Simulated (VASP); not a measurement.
# Ru (P6_3/mmc) in VASP: notebook, part 2 of 2

VASP 6.6.1. The steps go on from the part before.

**5. Relaxation of shape and atoms at fixed volume, PBE (a relaxed cell with its volume scaled by 1.06)**

Contents of INCAR:

```
ALGO     = Normal         # electronic algorithm
EDIFF    = 1E-7           # SCF threshold, eV
EDIFFG   = -0.01          # ionic threshold
ENCUT    = 300            # plane-wave cutoff, eV
GGA      = PE             # functional
IBRION   = 2              # ionic algorithm
ISIF     = 4              # what is computed and relaxed
ISMEAR   = 1              # smearing method
LASPH    = True           # aspherical terms in the spheres
LCHARG   = False          # write CHGCAR
LREAL    = False          # projectors in reciprocal space
LWAVE    = False          # write WAVECAR
NELM     = 80             # most SCF steps
NSW      = 40             # ionic steps
PREC     = Accurate       # precision mode
SIGMA    = 0.1            # smearing width, eV
```

Contents of KPOINTS:

```
k-points
0
Gamma
  8 8 5
```

Contents of POSCAR:

```
Ru                                      
1.0
    2.7646336373      0.0000000000      0.0000000000
   -1.3823168186      2.3942429620      0.0000000000
    0.0000000000      0.0000000000      4.3595362352
  Ru            
     2
Direct
     0.3333333332999970    0.6666666667000030    0.2500000000000000
     0.6666666667000030    0.3333333332999970    0.7500000000000000
```

Potentials or basis: VASP PAW PBE potentials, release 64 (Ru).

Started as:

```
> cat potpaw_PBE.64/Ru/POTCAR > POTCAR
> mpirun -np 1 vasp_std > vasp.out
```

OUTCAR:

```text
EDIFF = 1E-7
   EDIFFG = -0.01
   ENCUT = 300
   GGA = PE
   IBRION = 2
   ISIF = 4
   ISMEAR = 1
   LASPH = True
   LREAL = False
   NELM = 80
   NSW = 40
   PREC = Accurate

 ion  position               nearest neighbor table
   1  0.333  0.667  0.250-   2 2.70   2 2.70   2 2.70   2 2.70   2 2.70   2 2.70
   2  0.667  0.333  0.750-   1 2.70   1 2.70   1 2.70   1 2.70   1 2.70   1 2.70

  LATTYP: Found a hexagonal cell.
 ALAT       =     2.7646336373
 C/A-ratio  =     1.5768947380

  Lattice vectors:

 A1 = (   2.7646336373,   0.0000000000,   0.0000000000)
 A2 = (  -1.3823168186,   2.3942429620,   0.0000000000)
 A3 = (   0.0000000000,   0.0000000000,   4.3595362352)

Analysis of symmetry for initial positions (statically):
=====================================================================
 Subroutine PRICEL returns:
 Original cell was already a primitive cell.

 Routine SETGRP: Setting up the symmetry group for a
 hexagonal supercell.

 Subroutine GETGRP returns: Found 24 space group operations
 (whereof 12 operations were pure point group operations)
 out of a pool of 24 trial point group operations.

The static configuration has the point symmetry D_3d.
 The point group associated with its full space group is D_6h.
[... 174 lines left out ...]
  in kB     -158.0463210   -158.0463210   -169.0118094     -0.0000000      0.0000000      0.0000000
  external PRESSURE =    -161.7014838 kB  Pullay stress =       0.0000000 kB
[... 59 lines left out ...]
--------------------------------------- Ionic step        3  -------------------------------------------

 number of electron      16.0000006 magnetization

 Free energy of the ion-electron system (eV)
  ---------------------------------------------------
  ext. energy  EPLUGINS =         0.00000000
  ---------------------------------------------------
  free energy    TOTEN  =       -18.46922896 eV

  energy without entropy =      -18.46866953  energy(sigma->0) =      -18.46904249

 E-fermi :  11.4682     XC(G=0): -13.4553

 val. band max:       11.4679614197   @ k =   0.3750   0.0000   0.4000
 cond. band min:      11.5095785107   @ k =   0.0000   0.0000   0.2000
 fundamental gap:      0.0416170910
 Fermi energy:        11.4682467226

 k-point     1 :       0.0000    0.0000    0.0000
  band No.  band energies     occupation
      1       3.8631      2.00000
      2       5.7483      2.00000
      3       9.1054      2.00000
      4       9.1054      2.00000
      5       9.3143      2.00000
      6       9.7317      2.00000
      7       9.7317      2.00000
      8      10.1459      2.00000
      9      10.1459      2.00000
     10      12.5307     -0.00000
     11      12.5307     -0.00000
     12      12.7824     -0.00000
[... 331 lines left out ...]
 k-point    24 :       0.3750    0.0000    0.4000
  band No.  band energies     occupation
      1       5.9219      2.00000
      2       6.3812      2.00000
      3       7.3206      2.00000
      4       7.8145      2.00000
      5       9.8939      2.00000
      6      10.3508      2.00000
      7      10.9917      2.00000
      8      11.4680      1.00483
      9      12.3555     -0.00000
     10      12.6511     -0.00000
     11      12.9534     -0.00000
     12      15.0106      0.00000

 [... further k-points ...]
[... 5 lines left out ...]
  --------------------------------------------------------------------------------------
  -------------------------------------------------------------------------------------
  Total       -2.9049752     -2.9049752     -2.9049380     -0.0000000      0.0000000      0.0000000
  in kB     -161.2898019   -161.2898019   -161.2877395     -0.0000000      0.0000000      0.0000000
  external PRESSURE =    -161.2891144 kB  Pullay stress =       0.0000000 kB
[... 17 lines left out ...]
  FREE ENERGIE OF THE ION-ELECTRON SYSTEM (eV)
  ---------------------------------------------------
  free  energy   TOTEN  =       -18.4692289614 eV

  energy  without entropy=      -18.4686695336  energy(sigma->0) =      -18.46904249

 reached required accuracy - stopping structural energy minimisation
```

CONTCAR:

```text
Ru
   1.00000000000000
     2.7674070692826982   -0.0000000000025018    0.0000000000000000
    -1.3837035345934656    2.3966448245589702   -0.0000000000000000
    -0.0000000000000000    0.0000000000000000    4.3508025589936690
  Ru
     2
Direct
     0.3333333332999970    0.6666666667000030    0.2500000000000000
     0.6666666667000030    0.3333333332999970    0.7500000000000000

  0.00000000E+00  0.00000000E+00  0.00000000E+00
  0.00000000E+00  0.00000000E+00  0.00000000E+00
```

Run time: 13 s. Hardware: 1 thread of Intel Xeon Platinum 8259CL at 2.50GHz (Skylake/Cascade Lake), shared host; peak memory 0.12 GiB.

Results:

- Free energy: -18.4692 eV
- Energy gained by relaxing: 0.1 meV/atom
- Ionic steps: 3
- Pressure after relaxing: -16.1 GPa
- Band gap on the k mesh: none (metal or under the smearing width)

The path:
| step | energy change (eV) | largest force (eV/Å) | pressure (GPa) |
| --- | --- | --- | --- |
| 1 | 0.0000 | 0.0000 | -16.17 |
| 2 | -0.0001 | 0.0000 | -16.11 |
| 3 | -0.0002 | 0.0000 | -16.13 |

Final structure:
```
Ru
1.0
     2.76741    0.00000    0.00000
    -1.38370    2.39664    0.00000
     0.00000    0.00000    4.35080
Ru
2
Cartesian
  0.0000 1.5978 1.0877
  1.3837 0.7989 3.2631
```

Levels at points of the mesh, in eV from the Fermi level:
```
           k point  band 6  band 7  band 8  band 9  band 10  band 11
(0.00, 0.00, 0.00)   -1.74   -1.74   -1.32   -1.32     1.06     1.06
(0.50, 0.00, 0.00)   -1.70   -1.37    1.24    1.62     1.73     3.72
```

**6. Summary**

```csv
cell,gap on the mesh (eV),pressure (GPa)
atoms relaxed at fixed volume,none,0.0
atoms relaxed at fixed volume from: a relaxed cell with its volume scaled by 1.02,none,-6.0
atoms relaxed at fixed volume from: a relaxed cell with its volume scaled by 1.04,none,-11.4
atoms relaxed at fixed volume from: a relaxed cell with its volume scaled by 1.06,none,-16.1
```

Alike in all rows: task relaxation of shape and atoms at fixed volume; level PBE; potentials or basis VASP PAW PBE potentials, release 64 (Ru); no spin polarisation; k mesh 8 × 8 × 5; cutoff (eV) 300; smearing methfessel-paxton 0.1 eV.

Caveats: the relaxation stopped at its first step, so nothing moved (some runs).

Absolute energies hang on the potentials; compare differences alone.
